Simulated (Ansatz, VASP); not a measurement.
**Se in VASP and in Ansatz**

```
Se
1.0
     2.81215    0.00000    0.00000
     0.00000    2.81215    0.00000
     0.00000    0.00000    2.81215
Se
1
Cartesian
  0.0000 0.0000 0.0000
```

Change from the starting cell: volume scaled by 0.98.

Alike in both runs: task single point; functional PBE; k mesh 17 × 17 × 17; occupations fermi-dirac, width 0.05 eV; no spin polarisation.

|  | VASP | Ansatz |
| --- | --- | --- |
| version | VASP 6.6.1 | Ansatz 0.2.0 |
| potentials or method | VASP PAW PBE potentials, release 64 (Se), cutoff 520 eV | all-electron LAPW, scalar-relativistic |

|  | VASP | Ansatz | Ansatz less VASP |
| --- | --- | --- | --- |
| pressure (GPa) | 1.5 | 1.5 | -0.04 |

Ansatz ran all-electron here, so the differences hold the error of VASP's frozen core and of both bases.
